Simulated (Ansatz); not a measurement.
# CaS (Fm-3m) under several functionals

Plane-wave DFT in Ansatz with scalar-relativistic PAW potentials. The same structure was relaxed (cell and atoms, symmetry kept) in separate runs at each level. No spin polarisation.

Q: How do the levels LDA, PBE, PBE+D3(BJ), PBEsol compare?

A:
| level | cutoff (eV) | k mesh | V (Å³/atom) | a (Å) | gap (eV) |
| --- | --- | --- | --- | --- | --- |
| LDA | 420 | 8×8×8 | 21.537 | 5.564 | 1.97 |
| PBE+D3(BJ) | 420 | 8×8×8 | 22.355 | 5.634 | 2.29 |
| PBEsol | 420 | 8×8×8 | 22.359 | 5.634 | 2.16 |
| PBE | 420 | 8×8×8 | 23.296 | 5.712 | 2.38 |

The usual order of volumes, LDA < PBEsol < PBE, holds here (21.537, 22.359, 23.296 Å³/atom). As a rule LDA overbinds; PBEsol, built on the gradient expansion of slowly varying densities, lies between LDA and PBE; PBE's stronger gradient term for exchange weakens bonds. Adding D3 to PBE changes the volume by -4.0 %; the term is attractive, so it pulls cells in. In ionic crystals its C6 for cations, set by coordination number and not by charge, is often too large, so it can pull in too far. Each gap belongs to its own cell, so it mixes the functional's effect with that of the volume; gaps are the least found on the k mesh or on a band path.